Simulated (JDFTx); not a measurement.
# Zn (P6_3/mmc) in JDFTx: further runs, part 3 of 3

JDFTx 1.7.0 (patched build). Earlier steps stand in the parts before.

**5. Relaxation of cell and atoms, PBE**

Zn.in

```
include Zn.lattice
coords-type Lattice
include Zn.ionpos

ion-species pseudo/Zn.upf
elec-cutoff 50 400
elec-ex-corr gga-PBE
kpoint-folding 6 6 3
elec-smearing Fermi 0.0018374661
elec-n-bands 27
electronic-SCF nIterations 100 energyDiffThreshold 1e-09
electronic-minimize nIterations 30 energyDiffThreshold 1e-7
forces-output-coords Cartesian
lattice-minimize nIterations 40 energyDiffThreshold 1e-6

dump-name run.$VAR
dump End Ecomponents EigStats BandEigs Kpoints Forces Stress
```

Zn.lattice

```
lattice \
    5.0455687528    -2.5227843764     0.0000000000 \
    0.0000000000     4.3695907164     0.0000000000 \
    0.0000000000     0.0000000000     9.3843799349
```

Zn.ionpos

```
ion Zn     0.6666666667     0.3333333333     0.7500000000 1
ion Zn     0.3333333333     0.6666666667     0.2500000000 1
```

Potentials or basis: SG15-PBE-1.2 with smoothed tails.

On the command line:

```sh
> jdftx -c 1 -i Zn.in -o Zn.out
```

Log:

```text
*************** JDFTx 1.7.0 (patched build) ***************

Input parsed successfully to the following command list (including defaults):

basis kpoint-dependent
coords-type Lattice
core-overlap-check vector
coulomb-interaction Periodic
davidson-band-ratio 1.1
dump End Forces BandEigs EigStats Ecomponents Stress Kpoints
dump-name run.$VAR
elec-cutoff 50 400
elec-eigen-algo Davidson
elec-ex-corr gga-PBE
elec-n-bands 27 1
elec-smearing Fermi 0.00183747
electronic-minimize  \
	dirUpdateScheme      FletcherReeves \
	linminMethod         DirUpdateRecommended \
	nIterations          30 \
	history              15 \
	knormThreshold       0 \
	maxThreshold         no \
	energyDiffThreshold  1e-07 \
	nEnergyDiff          2 \
	convergeAll          no \
	alphaTstart          1 \
	alphaTmin            1e-10 \
	updateTestStepSize   yes \
	alphaTreduceFactor   0.1 \
	alphaTincreaseFactor 3 \
	nAlphaAdjustMax      3 \
	wolfeEnergy          0.0001 \
	wolfeGradient        0.9 \
	abortOnFailedStep    no \
	fdTest               no
electronic-scf  \
	nIterations	100 \
	energyDiffThreshold	1e-09 \
	residualThreshold	1e-07 \
	mixFraction	0.5 \
	qMetric	0.8 \
	history	10 \
	nEigSteps	2 \
	eigDiffThreshold	1e-08 \
	mixedVariable	Density \
	qKerker	0.8 \
	qKappa	-1 \
	verbose	no \
	mixFractionMag	1.5
exchange-regularization WignerSeitzTruncated
fluid None
fluid-ex-corr lda-TF lda-PZ
fluid-gummel-loop 10 1.000000e-05
fluid-minimize  \
	dirUpdateScheme      PolakRibiere \
	linminMethod         DirUpdateRecommended \
	nIterations          100 \
	history              15 \
	knormThreshold       0 \
	maxThreshold         no \
	energyDiffThreshold  0 \
	nEnergyDiff          2 \
	convergeAll          no \
	alphaTstart          1 \
	alphaTmin            1e-10 \
	updateTestStepSize   yes \
	alphaTreduceFactor   0.1 \
	alphaTincreaseFactor 3 \
	nAlphaAdjustMax      3 \
	wolfeEnergy          0.0001 \
	wolfeGradient        0.9 \
	abortOnFailedStep    no \
	fdTest               no
fluid-solvent H2O 55.338 ScalarEOS \
	epsBulk 78.4 \
	pMol 0.92466 \
	epsInf 1.77 \
	Pvap 1.06736e-10 \
	sigmaBulk 4.62e-05 \
	Rvdw 2.61727 \
	Res 1.42 \
	tauNuc 343133 \
	poleEl 15 7 1
forces-output-coords Cartesian
ion Zn   0.666666666700000   0.333333333300000   0.750000000000000 1
ion Zn   0.333333333300000   0.666666666700000   0.250000000000000 1
ion-species pseudo/Zn.upf
ion-width 0
ionic-minimize  \
[... 115 lines left out ...]

----- Setting up reduced wavefunction bases (one per k-point) -----
average nbasis = 3494.769 , ideal nbasis = 3493.860

---------- Setting up ewald sum ----------
Optimum gaussian width for ewald sums = 2.102119 bohr.
Real space sum over 1521 unit cells with max indices [  6  6  4  ]
Reciprocal space sum over 2057 terms with max indices [  5  5  8  ]

---------- Allocating electronic variables ----------
Initializing wave functions:  (No orbitals for LCAO)  bandwidth-limited random numbers

--------- Lattice Minimization ---------

Setting the auxilliary hamiltonian equal to the subspace hamiltonian.

-------- Electronic minimization -----------
Will mix electronic density at each iteration.
	FillingsUpdate:  mu: +2.167378293  nElectrons: 40.000000
	FillingsUpdate:  mu: -0.597862430  nElectrons: 40.000000
SCF: Cycle:  0   F: -377.739666539828477   dF: -1.603e+02   |Residual|: 7.175e+00   |deigs|: 5.472e+00
	FillingsUpdate:  mu: -0.400000000  nElectrons: 40.000000
SCF: Cycle:  1   F: -384.765251301904016   dF: -7.026e+00   |Residual|: 7.300e+00   |deigs|: 1.075e+00
	FillingsUpdate:  mu: -0.012966186  nElectrons: 40.000000
SCF: Cycle:  2   F: -384.498030483186426   dF: +2.672e-01   |Residual|: 6.325e+00   |deigs|: 1.031e+00
	FillingsUpdate:  mu: +0.506723803  nElectrons: 40.000000
SCF: Cycle:  3   F: -399.843129286320448   dF: -1.535e+01   |Residual|: 2.802e+00   |deigs|: 2.639e+00
	FillingsUpdate:  mu: +1.121277853  nElectrons: 40.000000
SCF: Cycle:  4   F: -369.491261836661465   dF: +3.035e+01   |Residual|: 6.256e+00   |deigs|: 1.067e+00
	FillingsUpdate:  mu: +0.538263872  nElectrons: 40.000000
SCF: Cycle:  5   F: -399.563387043257137   dF: -3.007e+01   |Residual|: 1.731e+00   |deigs|: 1.033e+00
	FillingsUpdate:  mu: +0.458273214  nElectrons: 40.000000
[... 79 lines left out ...]
# Energy components:
   Eewald =     -245.4341886282418557
       EH =      128.2553771110504783
     Eloc =     -284.4336469065944470
      Enl =     -132.1385437478960228
      Exc =      -36.4128990352665980
       KE =      169.8315383293027310
-------------------------------------
     Etot =     -400.3323628776457781
       TS =        0.0002792138847416
-------------------------------------
        F =     -400.3326420915305448

LatticeMinimize: Iter:   0  F: -400.332642091530545  |grad|_K:  6.648e-03

-------- Electronic minimization -----------
Will mix electronic density at each iteration.
	FillingsUpdate:  mu: +0.579645115  nElectrons: 40.000000
	FillingsUpdate:  mu: +0.580356131  nElectrons: 40.000000
SCF: Cycle:  0   F: -400.332661798453785   dF: -3.101e-04   |Residual|: 1.114e-02   |deigs|: 4.694e-04
	FillingsUpdate:  mu: +0.580118630  nElectrons: 40.000000
SCF: Cycle:  1   F: -400.332681503891536   dF: -1.971e-05   |Residual|: 4.662e-03   |deigs|: 1.053e-03
	FillingsUpdate:  mu: +0.579997745  nElectrons: 40.000000
SCF: Cycle:  2   F: -400.332685247068241   dF: -3.743e-06   |Residual|: 8.596e-04   |deigs|: 3.831e-04
	FillingsUpdate:  mu: +0.580029493  nElectrons: 40.000000
SCF: Cycle:  3   F: -400.332685654319675   dF: -4.073e-07   |Residual|: 3.158e-04   |deigs|: 2.602e-04
	FillingsUpdate:  mu: +0.580014690  nElectrons: 40.000000
SCF: Cycle:  4   F: -400.332685706562927   dF: -5.224e-08   |Residual|: 1.045e-04   |deigs|: 5.433e-05
	FillingsUpdate:  mu: +0.580014577  nElectrons: 40.000000
SCF: Cycle:  5   F: -400.332685714645265   dF: -8.082e-09   |Residual|: 4.682e-05   |deigs|: 6.960e-06
	FillingsUpdate:  mu: +0.580016005  nElectrons: 40.000000
SCF: Cycle:  6   F: -400.332685717095615   dF: -2.450e-09   |Residual|: 2.239e-05   |deigs|: 1.372e-05
	FillingsUpdate:  mu: +0.580016006  nElectrons: 40.000000
SCF: Cycle:  7   F: -400.332685717870163   dF: -7.745e-10   |Residual|: 1.316e-05   |deigs|: 2.070e-06
	FillingsUpdate:  mu: +0.580015916  nElectrons: 40.000000
SCF: Cycle:  8   F: -400.332685718105211   dF: -2.350e-10   |Residual|: 9.893e-06   |deigs|: 8.728e-07
SCF: Converged (|Delta E|<1.000000e-09 for 2 iters).

Setting wave functions to eigenvectors of Hamiltonian
LatticeMinimize: 	Wolfe criterion not satisfied: alpha: 1  (E-E0)/|gdotd0|: -0.987263  gdotd/gdotd0: 0.970366 (taking cubic step)

-------- Electronic minimization -----------
Will mix electronic density at each iteration.
	FillingsUpdate:  mu: +0.580015916  nElectrons: 40.000000
	FillingsUpdate:  mu: +0.581423441  nElectrons: 40.000000
SCF: Cycle:  0   F: -400.332674081510618   dF: -1.242e-03   |Residual|: 2.229e-02   |deigs|: 3.616e-05
	FillingsUpdate:  mu: +0.580951315  nElectrons: 40.000000
SCF: Cycle:  1   F: -400.332752542950516   dF: -7.846e-05   |Residual|: 9.336e-03   |deigs|: 2.101e-03
	FillingsUpdate:  mu: +0.580704836  nElectrons: 40.000000
SCF: Cycle:  2   F: -400.332767215184333   dF: -1.467e-05   |Residual|: 1.589e-03   |deigs|: 7.534e-04
	FillingsUpdate:  mu: +0.580761955  nElectrons: 40.000000
SCF: Cycle:  3   F: -400.332768761562761   dF: -1.546e-06   |Residual|: 5.652e-04   |deigs|: 4.826e-04
	FillingsUpdate:  mu: +0.580736718  nElectrons: 40.000000
SCF: Cycle:  4   F: -400.332768935985598   dF: -1.744e-07   |Residual|: 1.994e-04   |deigs|: 7.866e-05
	FillingsUpdate:  mu: +0.580735762  nElectrons: 40.000000
SCF: Cycle:  5   F: -400.332768965526839   dF: -2.954e-08   |Residual|: 7.660e-05   |deigs|: 1.791e-05
	FillingsUpdate:  mu: +0.580737948  nElectrons: 40.000000
SCF: Cycle:  6   F: -400.332768974602004   dF: -9.075e-09   |Residual|: 3.366e-05   |deigs|: 2.226e-05
	FillingsUpdate:  mu: +0.580738410  nElectrons: 40.000000
SCF: Cycle:  7   F: -400.332768977016599   dF: -2.415e-09   |Residual|: 1.902e-05   |deigs|: 1.297e-06
	FillingsUpdate:  mu: +0.580738159  nElectrons: 40.000000
SCF: Cycle:  8   F: -400.332768977846172   dF: -8.296e-10   |Residual|: 1.004e-05   |deigs|: 2.160e-06
	FillingsUpdate:  mu: +0.580738073  nElectrons: 40.000000
SCF: Cycle:  9   F: -400.332768978148522   dF: -3.024e-10   |Residual|: 6.666e-06   |deigs|: 1.525e-06
SCF: Converged (|Delta E|<1.000000e-09 for 2 iters).

Setting wave functions to eigenvectors of Hamiltonian
LatticeMinimize: 	Wolfe criterion not satisfied: alpha: 3  (E-E0)/|gdotd0|: -2.87142  gdotd/gdotd0: 0.909984 (taking cubic step)

-------- Electronic minimization -----------
Will mix electronic density at each iteration.
	FillingsUpdate:  mu: +0.580738073  nElectrons: 40.000000
	FillingsUpdate:  mu: +0.583481158  nElectrons: 40.000000
SCF: Cycle:  0   F: -400.332533510455221   dF: -4.963e-03   |Residual|: 4.465e-02   |deigs|: 1.448e-04
	FillingsUpdate:  mu: +0.582560874  nElectrons: 40.000000
SCF: Cycle:  1   F: -400.332858716886335   dF: -3.252e-04   |Residual|: 1.873e-02   |deigs|: 4.206e-03
	FillingsUpdate:  mu: +0.582081411  nElectrons: 40.000000
[... 7 further cycles ...]
SCF: Cycle:  9   F: -400.332917803019029   dF: -3.525e-10   |Residual|: 5.250e-06   |deigs|: 2.035e-07
	FillingsUpdate:  mu: +0.582111024  nElectrons: 40.000000
SCF: Cycle: 10   F: -400.332917803174837   dF: -1.558e-10   |Residual|: 1.207e-06   |deigs|: 1.155e-06
SCF: Converged (|Delta E|<1.000000e-09 for 2 iters).
[... 247 lines left out ...]
# Energy components:
   Eewald =     -245.3413723331019867
       EH =      128.4377062578089692
     Eloc =     -284.7112622907234254
      Enl =     -132.1306897513539411
      Exc =      -36.4158110320992847
       KE =      169.8283564824787391
-------------------------------------
     Etot =     -400.3330726669910291
       TS =        0.0002010131727329
-------------------------------------
        F =     -400.3332736801637566

LatticeMinimize: Iter:   5  F: -400.333273680163757  |grad|_K:  2.495e-05  alpha:  1.000e+00  linmin: -9.760e-01
LatticeMinimize: Converged (|Delta F|<1.000000e-06 for 2 iters).

Dumping 'run.eigStats' ...
	eMin: -4.084621 at state 0 ( [ +0.000000 +0.000000 +0.000000 ] spin 0 )
	HOMO: +0.580888 at state 12 ( [ +0.333333 +0.333333 +0.000000 ] spin 0 )
	mu  : +0.583214
	LUMO: +0.589936 at state 10 ( [ +0.166667 +0.333333 +0.000000 ] spin 0 )
	eMax: +1.294519 at state 1 ( [ +0.000000 +0.000000 +0.333333 ] spin 0 )
	HOMO-LUMO gap: +0.009048
	Optical gap  : +0.088906 at state 7 ( [ +0.000000 +0.500000 +0.333333 ] spin 0 )
Done!
[note: the HOMO, LUMO and gaps printed at the end count levels as full or empty at half filling, so they show a gap where a level is partly filled]
```

Run time: 8.5 min. Hardware: 1 thread of Intel Xeon Platinum 8259CL at 2.50GHz (Skylake/Cascade Lake), shared host; peak memory 0.13 GiB.

What came out:

```
Free energy                            : -10893.6233 eV
Relaxed volume                         : 15.25 Å³/atom
Relaxed cell                           : a = 2.630 Å, b = 2.630 Å, c = 5.090 Å, α = 90.00°, β = 90.00°, γ = 120.00°
Space group after relaxing (to 0.05 Å) : P6_3/mmc (No. 194)
Energy gained by relaxing              : 8.6 meV/atom
Ionic steps                            : 6
Pressure after relaxing                : 0.0 GPa
Band gap on the k mesh                 : none (metal or under the smearing width)
```

The path:
| step | energy change (eV) | largest force (eV/Å) | pressure (GPa) | volume (Å³) |
| --- | --- | --- | --- | --- |
| 1 | 0.0000 | 0.0000 | -0.85 | 30.66 |
| 2 | -0.0075 | 0.0000 | -0.56 | 30.55 |
| 3 | -0.0167 | 0.0000 | 0.58 | 30.25 |
| 4 | -0.0172 | 0.0000 | -0.07 | 30.52 |
| 5 | -0.0172 | 0.0000 | 0.01 | 30.49 |
| 6 | -0.0172 | 0.0000 | 0.00 | 30.50 |

Final structure:
```
CELL_PARAMETERS angstrom
2.63024 0.00000 0.00000
-1.31512 2.27786 0.00000
0.00000 0.00000 5.09040
ATOMIC_POSITIONS crystal
Zn 0.66667 0.33333 0.75000
Zn 0.33333 0.66667 0.25000
```

Levels at points of the mesh, in eV from the Fermi level:
```tsv
k point	band 16	band 17	band 18	band 19	band 20	band 21	band 22	band 23	band 24	band 25
(0.00, 0.00, 0.00)	-7.61	-7.61	-7.44	-7.44	-4.20	-3.91	11.77	15.53	17.78	17.78
(0.00, 0.50, 0.00)	-7.48	-7.27	-7.26	-3.13	-2.39	1.90	3.15	3.41	5.24	10.24
```

Caveat: the k mesh is coarse (spacing up to 0.45 Å⁻¹), so the values aren't converged.

**6. Relaxation of cell and atoms, PBE**

Zn.in is that of step 5.

Zn.lattice is that of step 5.

Zn.ionpos is that of step 5.

Potentials or basis: SPMS-PBE-1.0 with smoothed tails.

On the command line:

```sh
> jdftx -c 1 -i Zn.in -o Zn.out
```

Run time: 4.2 min. Hardware: 1 thread of Intel Xeon Platinum 8259CL at 2.50GHz (Skylake/Cascade Lake), shared host; peak memory 0.12 GiB.

It converged, with:

```
Free energy                            : -10632.5021 eV
Relaxed volume                         : 15.34 Å³/atom
Relaxed cell                           : a = 2.636 Å, b = 2.636 Å, c = 5.099 Å, α = 90.00°, β = 90.00°, γ = 120.00°
Space group after relaxing (to 0.05 Å) : P6_3/mmc (No. 194)
Energy gained by relaxing              : 8.0 meV/atom
Ionic steps                            : 6
Pressure after relaxing                : 0.0 GPa
Band gap on the k mesh                 : none (metal or under the smearing width)
```

The path:
```csv
step,energy change (eV),largest force (eV/Å),pressure (GPa),volume (Å³)
1,0.0000,0.0000,-0.43,30.66
2,-0.0068,0.0000,-0.22,30.60
3,-0.0157,0.0000,0.51,30.48
4,-0.0160,0.0000,-0.15,30.74
5,-0.0161,0.0000,0.02,30.68
6,-0.0161,0.0000,0.01,30.69
```

Final structure:
```
Zn
1.0
     2.63608    0.00000    0.00000
    -1.31804    2.28291    0.00000
     0.00000    0.00000    5.09911
Zn
2
Direct
  0.66667 0.33333 0.75000
  0.33333 0.66667 0.25000
```

Levels at points of the mesh, in eV from the Fermi level:
```csv
k point,band 17,band 18,band 19,band 20,band 21,band 22,band 23,band 24
"(0.00, 0.00, 0.00)",-7.58,-7.42,-7.42,-4.17,-3.90,11.75,15.48,17.69
"(0.00, 0.50, 0.00)",-7.26,-7.24,-3.12,-2.39,1.89,3.15,3.37,5.22
```

Caveat: the k mesh is coarse (spacing up to 0.45 Å⁻¹), so the values aren't converged.

**7. Overview**

| level | potentials or basis | k mesh | cutoff (eV) | mesh quality | gap on the mesh (eV) | pressure (GPa) | relaxed volume (Å³/atom) |
| --- | --- | --- | --- | --- | --- | --- | --- |
| PBE+D3 | PseudoDojo-SR-PBE-0.5-standard with smoothed tails | 9 × 9 × 5 | 1143 | not flagged | none | 0.0 | 14.79 |
| PBE | PseudoDojo-SR-PBE-0.5-standard with smoothed tails | 6 × 6 × 3 | 1143 | coarse | none | 0.0 | 15.27 |
| PBE | PseudoDojo-SR-PBE-0.5-stringent with smoothed tails | 6 × 6 × 3 | 1143 | coarse | none | 0.0 | 15.27 |
| PBE | SG15-PBE-1.2 with smoothed tails | 6 × 6 × 3 | 1361 | coarse | none | 0.0 | 15.25 |
| PBE | SPMS-PBE-1.0 with smoothed tails | 6 × 6 × 3 | 1361 | coarse | none | 0.0 | 15.34 |

Alike in all rows: task relaxation of cell and atoms; no spin polarisation; cell relaxed; smearing fermi-dirac 0.05 eV.

Caveats: some runs use coarse meshes; pairwise dispersion overbinds metals, which lowers pressure and volume (some runs).

Absolute energies hang on the potentials; compare differences alone.
